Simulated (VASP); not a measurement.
Rh: work function with PBE+D3(BJ)

Slab: Rh, a slab with vacuum.

```
Rh
1.0
     2.71935    0.00000    0.00000
    -1.35967    2.35502    0.00000
     0.00000    0.00000   27.82628
Rh
4
Cartesian
  1.3597 0.7850 10.6633
  0.0000 1.5700 12.8272
  0.0000 0.0000 14.9990
  1.3597 0.7850 17.1630
```

The cell was built by a generator and needn't be a form met in nature.

```yaml
Program: VASP 6.6.1
Task: work function
Functional: PBE
Dispersion: D3(BJ)
Potentials_or_basis: VASP PAW PBE potentials, release 64 (Rh_pv)
Cutoff: 520 eV
k_mesh: 14 × 14 × 1
Occupations: methfessel-paxton, width 0.1 eV
Spin: no spin polarisation
Dipole_correction: yes
Further_INCAR_settings: ALGO = Normal; EDIFF = 1e-07
```

```yaml
Largest_force: 0.181 eV/Å
Band_gap_on_the_k_mesh: none (metal or under the smearing width)
Dispersion_energy_per_atom: -0.471 eV
Work_function_of_the_upper_face: 5.15 eV
Work_function_of_the_lower_face: 5.15 eV
```

Forces in eV/Å, atoms in the order of the input:
```
Rh   0.000  0.000  0.181
Rh   0.000  0.000  0.072
Rh   0.000  0.000 -0.072
Rh   0.000  0.000 -0.181
```

Levels at points of the mesh, in eV from the Fermi level:
```
           k point  band 27  band 28  band 29  band 30  band 31  band 32
(0.00, 0.00, 0.00)    -1.81    -0.98    -0.98    -0.75    -0.75     0.00
(0.50, 0.00, 0.00)     0.32     0.39     0.51     0.71     1.02     1.06
```

Run time: 4.2 min on 1 thread of Intel(R) Xeon(R) Platinum 8488C (Sapphire Rapids) (shared host), peak memory 0.32 GiB.
